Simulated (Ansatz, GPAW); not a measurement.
# Geometry or basis: what sets the conductance of ethane-1,2-diamine between two Ir chains, part 3 of 4

Wanted: T(E) of ethane-1,2-diamine between two Ir chains at a relaxed geometry in two programs, beside the unrelaxed structure.

GPAW 26.7.0 and Ansatz 0.2.0; Ansatz plane waves; relaxation of the junction with the lead ends held; PAW set soft_1 (the session's first sound run).

So far, transmission at the Fermi level (one spin): step 3 (plane-wave reference (PBE)) 0.0205. Also conductance of the perfect lead (G₀): step 3 5.81.

## Step 4: GPAW, dzp

The script solves lead and junction separately, takes H and S in the orbital basis, and joins semi-infinite leads through their self-energies; the dzp basis is the working standard.

This step: GPAW LCAO, PAW setups; Landauer transmission from Green's functions with principal layers (ASE), zero bias (GPAW 26.7.0).

File run.py:

```python
import json
import numpy as np
from ase import Atoms
from ase.transport.calculators import TransportCalculator
from gpaw import GPAW, FermiDirac
from gpaw.lcao.tools import get_lcao_hamiltonian
from scipy.linalg import eigh

# The junction with lead layers at both ends, along the third cell vector
device = Atoms(
    ['Ir', 'Ir', 'Ir', 'Ir', 'Ir', 'Ir', 'Ir', 'Ir', 'N', 'H', 'H', 'H', 'H', 'C', 'C', 'H', 'H', 'H', 'H', 'N', 'Ir', 'Ir', 'Ir', 'Ir', 'Ir', 'Ir', 'Ir', 'Ir'],
    positions=[
        [4.53751, 4.50000, 1.15000],
        [4.53751, 4.50000, 3.45000],
        [4.53751, 4.50000, 5.75000],
        [4.53751, 4.50000, 8.05000],
        [4.53751, 4.50000, 10.35000],
        [4.53751, 4.50000, 12.65000],
        [4.12282, 3.25729, 14.56241],
        [4.47367, 3.80302, 16.72841],
        [4.02540, 3.62643, 19.06335],
        [3.36328, 4.40847, 19.12311],
        [3.45412, 2.77586, 19.03316],
        [5.58014, 4.48150, 20.20364],
        [5.53576, 2.71408, 20.21269],
        [4.90996, 3.61417, 20.27978],
        [4.15999, 3.64847, 21.65050],
        [3.56527, 4.56953, 21.72328],
        [3.46062, 2.80462, 21.72076],
        [5.54234, 2.69602, 22.89921],
        [5.76671, 4.31585, 22.80611],
        [5.04278, 3.59072, 22.86694],
        [4.60331, 3.80349, 25.19678],
        [4.95429, 3.25923, 27.36342],
        [4.53751, 4.50000, 29.27364],
        [4.53751, 4.50000, 31.57364],
        [4.53751, 4.50000, 33.87364],
        [4.53751, 4.50000, 36.17364],
        [4.53751, 4.50000, 38.47364],
        [4.53751, 4.50000, 40.77364]],
    cell=[[9.07503, 0.0, 0.0], [0.0, 9.0, 0.0], [0.0, 0.0, 41.92364]],
    pbc=True)

# One principal layer of the lead: the first 5 atoms of the device
lead = Atoms(
    ['Ir', 'Ir', 'Ir', 'Ir', 'Ir'],
    positions=[
        [4.53751, 4.50000, 1.15000],
        [4.53751, 4.50000, 3.45000],
        [4.53751, 4.50000, 5.75000],
        [4.53751, 4.50000, 8.05000],
        [4.53751, 4.50000, 10.35000]],
    cell=[[9.07503, 0.0, 0.0], [0.0, 9.0, 0.0], [0.0, 0.0, 11.5]],
    pbc=True)

settings = dict(mode='lcao', basis='dzp', xc='PBE', h=0.18,
                occupations=FermiDirac(0.1), maxiter=250,
                mixer=dict(beta=0.1, nmaxold=8, weight=100.0),
                convergence=dict(density=0.0001))
energies = np.arange(-2, 2 + 1e-9, 0.025)
eta = 0.0001
n1, n2 = 1, 1
# k and -k transmit alike, so half of the mesh across the current serves
mesh = [(i, j) for i in range(n1) for j in range(n2) if (i, j) <= (-i % n1, -j % n2)]
weights = np.array([1 if (i, j) == (-i % n1, -j % n2) else 2 for i, j in mesh]) / (n1 * n2)

# [... helper functions left out ...]
fermi_lead = ground_state(lead, (1, 1, 10), 'lead.txt')
fermi_device = ground_state(device, (1, 1, 2), 'device.txt')
# [... loop over the mesh left out, but for ...]
        # Shift the lead onto the potential of the device's first layer
        shift = ((H[:, 0, 0] - H0[:, 0, 0]) / S0[0, 0]).real.mean()
# [...]
kT = 8.617333e-5 * 300
bias = [0.1, 0.2, 0.5, 1.0, 1.5, 2.0]
# [... integrals and printing left out ...]
```

Run with:

```
> OMP_NUM_THREADS=1 OPENBLAS_NUM_THREADS=1 python run.py
```

Numbers of over 12 decimals in the logs are rounded to 6 here.

Output:

```text
basis functions: device 524, principal layer 135
Fermi level: lead -3.8942 eV, device -3.3015 eV; lead shifted by -0.0039 eV
largest coupling past the next layer 1.48e-06 eV, largest misfit of the first layer 0.155 eV
  E-E_F (eV)   T (one spin)  [channel counts left out]
    -2.000    6.3757e-03
    -1.975    5.7077e-03
    -1.950    5.1692e-03
    -1.925    4.6968e-03
    -1.900    4.2806e-03
    -1.875    3.9172e-03
    -1.850    3.6181e-03
    -1.825    3.3738e-03
    -1.800    3.1905e-03
    -1.775    3.0721e-03
    -1.750    3.0248e-03
    -1.725    3.0617e-03
    -1.700    3.1915e-03
    -1.675    3.4344e-03
    -1.650    3.8072e-03
    -1.625    4.3195e-03
[...]
1.825    4.6510e-02
     1.850    4.3491e-02
     1.875    3.9799e-02
     1.900    3.4850e-02
     1.925    2.6136e-02
     1.950    2.2186e-02
     1.975    2.5142e-02
     2.000    2.8938e-02
conductance at 300 K: 0.036058 G0 a cell; thermopower -1.801 uV/K
current from the zero-bias T(E) at 0.1 V: 0.28465 uA
current from the zero-bias T(E) at 0.2 V: 0.59923 uA
current from the zero-bias T(E) at 0.5 V: 1.6644 uA
current from the zero-bias T(E) at 1.0 V: 2.7144 uA
current from the zero-bias T(E) at 1.5 V: 3.3095 uA
current from the zero-bias T(E) at 2.0 V: 3.7236 uA
```

Wall time 7.6 min (1 thread of Arm Neoverse V1, shared host); peak memory 2.3 GiB.

This step gave:

```
conductance                                    : 0.03606 G₀
largest coupling past the next principal layer : 1.48e-6 eV
largest misfit of the first principal layer    : 0.1550 eV
shift that aligns the lead                     : -0.003911 eV
basis functions of the junction                : 524
basis functions of a principal layer           : 135
transmission at the Fermi level (one spin)     : 0.03432
```

One spin. Transmission, zone mean against energy, zero at the Fermi level:

energy (eV), transmission, zone mean and a bar:
```
   -2.000     0.0064 ##
   -1.800     0.0032 #
   -1.600     0.0050 #
   -1.500     0.0070 ##
   -1.400     0.0044 #
   -1.200     0.0022 
   -1.000     0.0023 
   -0.800     0.0022 
   -0.600     0.0022 
   -0.400     0.0038 #
   -0.200     0.0495 ########################
   -0.175     0.0519 #########################
    0.000     0.0343 ################
    0.200     0.0524 ##########################
    0.250     0.0556 ###########################
    0.400     0.0431 #####################
    0.600     0.0293 ##############
    0.800     0.0204 #########
    1.000     0.0210 ##########
    1.200     0.0359 #################
    1.400     0.0545 ###########################
    1.575     0.0611 ##############################
    1.600     0.0608 ##############################
    1.800     0.0491 ########################
    2.000     0.0289 ##############
```

Not self-consistent under bias; the bias window is split evenly. Table of current through one cell, from the zero-bias transmission by bias:

```
bias (V)  current through one cell, from the zero-bias transmission (μA)
   0.100                                                           0.285
   0.200                                                           0.599
   0.500                                                            1.66
   1.000                                                            2.71
   1.500                                                            3.31
   2.000                                                            3.72
```

The transmission of the three most open eigenchannels by energy, zero at the Fermi level:

```
energy (eV)  channel 1  channel 2  channel 3
     -2.000    0.00635     1.4e-5     1.1e-5
     -1.800    0.00315     2.6e-5     1.0e-5
     -1.600    0.00492     2.5e-5     1.2e-5
     -1.400    0.00437     2.2e-5     7.1e-6
     -1.200    0.00213     3.1e-5     8.5e-6
     -1.000    0.00223     4.6e-5     6.0e-6
     -0.800    0.00211     7.2e-5     4.4e-6
     -0.600    0.00206     9.5e-5     7.0e-6
     -0.400    0.00367     1.1e-4     2.6e-5
     -0.200     0.0488     4.7e-4     1.9e-4
      0.000     0.0336     5.7e-4     1.2e-4
      0.200     0.0522     9.7e-5     8.7e-5
      0.400     0.0431     2.2e-5     9.7e-6
      0.600     0.0293     5.9e-6     1.6e-6
      0.800     0.0204     2.6e-6     4.5e-7
      1.000     0.0210     2.0e-6     1.4e-7
      1.200     0.0359     2.3e-6     2.9e-8
      1.400     0.0545     3.0e-6     4.7e-9
      1.600     0.0608     3.8e-6     1.9e-7
      1.800     0.0491     4.2e-6     7.9e-7
      2.000     0.0289          0          0
```

At the Fermi level T is 0.0343 against 0.0205 in plane waves. Couplings past the next layer reach 1.5e-6 eV, small enough to drop; the matrix elements of the cell's first layer differ from the bulk lead's by up to 0.16 eV. That layer keeps its own values in the calculation, and only beyond it is the lead taken as perfect. The Fermi levels of lead and junction count from different zeros of potential, one for each periodic cell; with both set to zero, the small remaining shift is what aligns them. Without spin-orbit coupling, which is large for these atoms, channel counts and T are those of the scalar-relativistic bands. By hand: G = 0.03606 × 77.48 μS = 2.79 μS, a resistance of 358 kΩ; at 0.1 V a linear junction would pass 0.279 μA, and the integral over the bias window gives 0.285 μA.

## Step 5: GPAW, szp: basis = "szp(dzp)"

The second zeta is dropped, the polarisation orbitals stay.

Changes to run.py since step 4:

```diff
@@ -55,3 +55,3 @@
 
-settings = dict(mode='lcao', basis='dzp', xc='PBE', h=0.18,
+settings = dict(mode='lcao', basis='szp(dzp)', xc='PBE', h=0.18,
                 occupations=FermiDirac(0.1), maxiter=250,
```

Output:

```text
basis functions: device 308, principal layer 75
Fermi level: lead -3.6097 eV, device -2.9873 eV; lead shifted by -0.0066 eV
largest coupling past the next layer 1.48e-06 eV, largest misfit of the first layer 0.181 eV
  E-E_F (eV)   T (one spin)  [channel counts left out]
    -2.000    3.4307e-03
    -1.975    3.2989e-03
    -1.950    3.1914e-03
[...]
1.975    1.0765e-01
     2.000    1.7403e-01
conductance at 300 K: 0.072026 G0 a cell; thermopower 0.3293 uV/K
current from the zero-bias T(E) at 0.1 V: 0.56869 uA
current from the zero-bias T(E) at 0.2 V: 1.1962 uA
current from the zero-bias T(E) at 0.5 V: 3.1107 uA
current from the zero-bias T(E) at 1.0 V: 4.6572 uA
current from the zero-bias T(E) at 1.5 V: 5.4983 uA
current from the zero-bias T(E) at 2.0 V: 6.1777 uA
```

Run time: 5.1 min. Hardware: 1 thread; peak memory 2.2 GiB.

Numbers from this step:

| Quantity | Value |
| --- | --- |
| conductance | 0.07203 G₀ |
| largest misfit of the first principal layer | 0.1806 eV |
| shift that aligns the lead | -0.006610 eV |
| basis functions of the junction | 308 |
| basis functions of a principal layer | 75 |
| transmission at the Fermi level (one spin) | 0.06839 |

The conductance, 0.0720 G₀, lies 100 % above that of the dzp run.

## Step 6: Minimal basis

One function for each valence shell of the setup, as for a first survey of a large system.

Changes to run.py since step 5:

```diff
@@ -55,3 +55,3 @@
 
-settings = dict(mode='lcao', basis='szp(dzp)', xc='PBE', h=0.18,
+settings = dict(mode='lcao', basis='sz(dzp)', xc='PBE', h=0.18,
                 occupations=FermiDirac(0.1), maxiter=250,
```

Output:

```text
basis functions: device 216, principal layer 60
Fermi level: lead -3.6134 eV, device -2.9085 eV; lead shifted by -0.0048 eV
largest coupling past the next layer 1.47e-06 eV, largest misfit of the first layer 0.145 eV
  E-E_F (eV)   T (one spin)  [channel counts left out]
    -2.000    2.9242e-03
    -1.975    2.8512e-03
    -1.950    2.8069e-03
[...]
1.975    1.1144e-01
     2.000    1.6707e-01
conductance at 300 K: 0.072736 G0 a cell; thermopower 1.383 uV/K
current from the zero-bias T(E) at 0.1 V: 0.5737 uA
current from the zero-bias T(E) at 0.2 V: 1.2031 uA
current from the zero-bias T(E) at 0.5 V: 3.0812 uA
current from the zero-bias T(E) at 1.0 V: 4.6236 uA
current from the zero-bias T(E) at 1.5 V: 5.4051 uA
current from the zero-bias T(E) at 2.0 V: 6.0369 uA
```

Wall time 3.9 min (1 thread); peak memory 2.1 GiB.

Numbers from this step:

```
conductance                                    : 0.07274 G₀
largest coupling past the next principal layer : 1.47e-6 eV
largest misfit of the first principal layer    : 0.1449 eV
shift that aligns the lead                     : -0.004809 eV
basis functions of the junction                : 216
basis functions of a principal layer           : 60
transmission at the Fermi level (one spin)     : 0.06933
```

One spin. Transmission, zone mean against energy, zero at the Fermi level:

```
energy (eV)  transmission, zone mean
     -2.000                  0.00292
     -1.900                  0.00281
     -1.800                  0.00327
     -1.700                  0.00418
     -1.600                  0.00451
     -1.500                  0.00364
     -1.400                  0.00245
     -1.300                  0.00182
     -1.200                  0.00208
     -1.100                  0.00237
     -1.000                  0.00273
     -0.900                  0.00292
     -0.800                  0.00302
     -0.700                  0.00324
     -0.600                  0.00374
     -0.500                  0.00478
     -0.400                  0.00726
     -0.300                   0.0157
     -0.200                   0.0814
     -0.150                    0.117
     -0.100                   0.0889
      0.000                   0.0693
      0.100                   0.0987
      0.200                   0.0795
      0.300                   0.0813
      0.400                   0.0615
      0.500                   0.0465
      0.600                   0.0379
      0.700                   0.0314
      0.800                   0.0241
      0.900                   0.0294
      1.000                   0.0382
      1.100                   0.0513
      1.200                   0.0684
      1.300                   0.0879
      1.400                    0.106
      1.500                    0.118
      1.600                    0.124
      1.700                    0.126
      1.800                    0.125
      1.900                    0.109
      2.000                    0.167
```

The conductance, 0.0727 G₀, lies 102 % above that of the dzp run.

## Step 7: LDA in the dzp basis: xc = "LDA"

Back in the dzp basis, the functional changes from PBE to LDA, to set the spread between functionals beside that between bases.

Changes to run.py since step 6:

```diff
@@ -55,3 +55,3 @@
 
-settings = dict(mode='lcao', basis='sz(dzp)', xc='PBE', h=0.18,
+settings = dict(mode='lcao', basis='dzp', xc='LDA', h=0.18,
                 occupations=FermiDirac(0.1), maxiter=250,
```

Output:

```text
basis functions: device 524, principal layer 135
Fermi level: lead -4.1896 eV, device -3.5801 eV; lead shifted by -0.0046 eV
largest coupling past the next layer 1.53e-06 eV, largest misfit of the first layer 0.155 eV
  E-E_F (eV)   T (one spin)  channels
    -2.000    6.2937e-03    4.0000
    -1.975    5.7330e-03    4.0000
    -1.950    5.2324e-03    4.0000
[...]
1.975    2.5408e-02    1.0000
     2.000    2.9778e-02    1.0000
conductance at 300 K: 0.042143 G0 a cell; thermopower -1.697 uV/K
current from the zero-bias T(E) at 0.1 V: 0.33287 uA
current from the zero-bias T(E) at 0.2 V: 0.70206 uA
current from the zero-bias T(E) at 0.5 V: 1.9154 uA
current from the zero-bias T(E) at 1.0 V: 2.9932 uA
current from the zero-bias T(E) at 1.5 V: 3.5809 uA
current from the zero-bias T(E) at 2.0 V: 3.9946 uA
```

Run time: 7.5 min. Hardware: 1 thread; peak memory 2.3 GiB.

Numbers from this step:

| Item | Value |
| --- | --- |
| conductance | 0.04214 G₀ |
| largest coupling past the next principal layer | 1.53e-6 eV |
| largest misfit of the first principal layer | 0.1551 eV |
| shift that aligns the lead | -0.004618 eV |
| basis functions of the junction | 524 |
| basis functions of a principal layer | 135 |
| transmission at the Fermi level (one spin) | 0.04004 |

One spin. The transmission, zone mean by energy, zero at the Fermi level:

energy (eV), transmission, zone mean and a bar:
```
   -2.000     0.0063 ##
   -1.900     0.0044 #
   -1.800     0.0034 #
   -1.700     0.0036 #
   -1.600     0.0056 ##
   -1.525     0.0070 ##
   -1.500     0.0069 ##
   -1.400     0.0043 #
   -1.300     0.0023 
   -1.200     0.0022 
   -1.100     0.0023 
   -1.000     0.0024 
   -0.900     0.0024 
   -0.800     0.0023 
   -0.700     0.0022 
   -0.600     0.0023 
   -0.500     0.0028 
   -0.400     0.0041 #
   -0.300     0.0105 ####
   -0.200     0.0537 ##########################
   -0.175     0.0603 #############################
   -0.100     0.0488 ########################
    0.000     0.0400 ###################
    0.100     0.0603 #############################
    0.200     0.0602 #############################
    0.225     0.0614 ##############################
    0.300     0.0565 ############################
    0.400     0.0429 #####################
    0.500     0.0344 ################
    0.600     0.0288 #############
    0.700     0.0244 ###########
    0.800     0.0198 #########
    0.900     0.0169 #######
    1.000     0.0216 ##########
    1.100     0.0282 #############
    1.200     0.0365 #################
    1.300     0.0454 ######################
    1.400     0.0530 ##########################
    1.500     0.0570 ############################
    1.525     0.0573 ############################
    1.600     0.0564 ###########################
    1.700     0.0520 #########################
    1.800     0.0443 #####################
    1.900     0.0291 ##############
    2.000     0.0298 ##############
```

The conductance, 0.0421 G₀, lies 17 % above that of the dzp run.

## Step 8: Without the relaxation: geometry = "as built"

The dzp basis with PBE on the structure as first built shows what the relaxation was worth.

Changes to run.py since step 7:

```diff
@@ -18,18 +18,18 @@
         [4.53751, 4.50000, 12.65000],
-        [4.12282, 3.25729, 14.56241],
-        [4.47367, 3.80302, 16.72841],
-        [4.02540, 3.62643, 19.06335],
-        [3.36328, 4.40847, 19.12311],
-        [3.45412, 2.77586, 19.03316],
-        [5.58014, 4.48150, 20.20364],
-        [5.53576, 2.71408, 20.21269],
-        [4.90996, 3.61417, 20.27978],
-        [4.15999, 3.64847, 21.65050],
-        [3.56527, 4.56953, 21.72328],
-        [3.46062, 2.80462, 21.72076],
-        [5.54234, 2.69602, 22.89921],
-        [5.76671, 4.31585, 22.80611],
-        [5.04278, 3.59072, 22.86694],
-        [4.60331, 3.80349, 25.19678],
-        [4.95429, 3.25923, 27.36342],
+        [4.53751, 4.50000, 14.95000],
+        [4.53751, 4.50000, 17.25000],
+        [3.85669, 4.50000, 19.19424],
+        [3.25000, 5.31360, 19.29508],
+        [3.25001, 3.68639, 19.29509],
+        [5.49532, 5.38160, 20.14054],
+        [5.49532, 3.61841, 20.14055],
+        [4.85557, 4.50001, 20.26074],
+        [4.21947, 4.50002, 21.66289],
+        [3.57973, 5.38162, 21.78308],
+        [3.57970, 3.61843, 21.78309],
+        [5.82502, 3.68640, 22.62855],
+        [5.82503, 5.31361, 22.62856],
+        [5.21834, 4.50001, 22.72939],
+        [4.53751, 4.50000, 24.67364],
+        [4.53751, 4.50000, 26.97364],
         [4.53751, 4.50000, 29.27364],
@@ -55,3 +55,3 @@
 
-settings = dict(mode='lcao', basis='dzp', xc='LDA', h=0.18,
+settings = dict(mode='lcao', basis='dzp', xc='PBE', h=0.18,
                 occupations=FermiDirac(0.1), maxiter=250,
```

Output:

```text
basis functions: device 524, principal layer 135
Fermi level: lead -3.8942 eV, device -3.3515 eV; lead shifted by -0.0126 eV
largest coupling past the next layer 1.48e-06 eV, largest misfit of the first layer 0.200 eV
  E-E_F (eV)   T (one spin)  [channel counts left out]
    -2.000    2.4142e-02
    -1.975    2.4029e-02
    -1.950    2.3994e-02
[...]
1.975    1.6361e-02
     2.000    1.4545e-02
conductance at 300 K: 0.063698 G0 a cell; thermopower 6.81 uV/K
current from the zero-bias T(E) at 0.1 V: 0.49102 uA
current from the zero-bias T(E) at 0.2 V: 0.97164 uA
current from the zero-bias T(E) at 0.5 V: 2.3522 uA
current from the zero-bias T(E) at 1.0 V: 4.4111 uA
current from the zero-bias T(E) at 1.5 V: 6.2876 uA
current from the zero-bias T(E) at 2.0 V: 8.022 uA
```

Wall time 6.6 min (1 thread); peak memory 2.3 GiB.

Numbers from this step:

```
conductance                                    : 0.06370 G₀
largest coupling past the next principal layer : 1.48e-6 eV
largest misfit of the first principal layer    : 0.1997 eV
shift that aligns the lead                     : -0.01264 eV
transmission at the Fermi level (one spin)     : 0.06505
```

The conductance, 0.0637 G₀, lies 77 % above that of the dzp run.

## Step 9: The ladder

Times are wall times on the hardware named with each run. Results by setting:

```
no.      run  conductance (G₀)     time  memory (GiB)
  1   pw PBE           0.02195  3.8 min           5.6
  2      dzp           0.03606  7.6 min           2.3
  3      szp           0.07203  5.1 min           2.2
  4       sz           0.07274  3.9 min           2.1
  5  dzp LDA           0.04214  7.5 min           2.3
  6  asbuilt           0.06370  6.6 min           2.3
```

(Continued in part 4 of 4.)

[Logs are printed without paths, hosts, clocks, repeated set-up lines and the standing remarks that a program may print on its own settings, such as how far it seeks lower states.]

[Hosts, paths, dates, database ids (printed as entryN), source tags and the programs' standing remarks are cut or masked in the printed files.]
